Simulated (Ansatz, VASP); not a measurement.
# Ta: VASP beside Ansatz

```
Ta
1.0
    -1.65493    1.65493    1.65493
     1.65493   -1.65493    1.65493
     1.65493    1.65493   -1.65493
Ta
1
Cartesian
  0.0000 0.0000 0.0000
```

Alike in both runs: task single point; functional PBEsol; k mesh 8 × 8 × 8; occupations gaussian, width 0.1 eV; no spin polarisation.

|  | VASP | Ansatz |
| --- | --- | --- |
| version | VASP 6.6.1 | Ansatz 0.2.0 |
| potentials or method | VASP PAW PBE potentials, release 64 (Ta_pv) | scalar-relativistic, plane waves, PAW |
| plane-wave cutoff (eV) | 520 | 420 |
| valence electrons in the cell | 11 | 13 |

|  | VASP | Ansatz | Ansatz less VASP |
| --- | --- | --- | --- |
| gap on the k mesh at the Fermi level (eV) | none | none | - |
| pressure (GPa) | -6.9 | -7.1 | -0.19 |

A gap of «none» marks a metal or a gap that the smearing closes. The two sets of potentials don't hold the same shells in valence. Ansatz warned: «pseudo_functional_mismatch».

Caveats: the PAW data sets were made with another functional, which shifts forces and pressure a little (VASP). Spin-orbit coupling is left out, which matters for the levels of Ta.
